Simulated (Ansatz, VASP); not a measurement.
## Two plane-wave programs on Ti

Contents of INCAR:

```
  ALGO = Fast
  EDIFF = 1E-6
  ENCUT = 520
  GGA = PS
  ISIF = 2
  ISMEAR = 0
  LASPH = True
  LCHARG = True
  LELF = True
  LREAL = False
  LVHAR = True
  LWAVE = False
  NBANDS = 12
  NELM = 100
  PREC = Accurate
  SIGMA = 0.15
```

Contents of KPOINTS:

```
k-points
0
Gamma
  22 22 22
```

File POSCAR:

```
Ti
1.0
    0.0000000000      2.0300000000      2.0300000000
    2.0300000000      0.0000000000      2.0300000000
    2.0300000000      2.0300000000      0.0000000000
Ti
1
Direct
    0.0000000000      0.0000000000      0.0000000000
```

Input for Ansatz:

```yaml
crystal:
  lattice:
    - [0.0, 2.03, 2.03]
    - [2.03, 0.0, 2.03]
    - [2.03, 2.03, 0.0]
  atoms:
    - { symbol: Ti, position: [0.0, 0.0, 0.0] }
basis:
  ecutwfc: 420
kpoints:
  mp_grid: { grid: [22, 22, 22] }
hamiltonian:
  xc: pbesol
scf:
  occupations: { method: gaussian, width: 0.15 }
output:
  forces: true
  stress: true
  eigenvalues: true
```

This isn't the form of Ti at room conditions, which is hcp.

Alike in both runs: task single point; functional PBEsol; k mesh 22 × 22 × 22; occupations gaussian, width 0.15 eV; no spin polarisation.

|  | VASP | Ansatz |
| --- | --- | --- |
| version | VASP 6.6.1 | Ansatz 0.2.0 |
| potentials or method | VASP PAW PBE potentials, release 64 (Ti_sv) | scalar-relativistic, plane waves, PAW |
| plane-wave cutoff (eV) | 520 | 420 |
| valence electrons in the cell | 12 | 12 |

```csv
,VASP,Ansatz,Ansatz less VASP
gap on the k mesh at the Fermi level (eV),none,none,-
pressure (GPa),-0.5,-0.3,+0.20
```

A gap of «none» marks a metal or a gap that the smearing closes.

Caveats: the PAW data sets were made with another functional, which shifts forces and pressure a little (VASP).
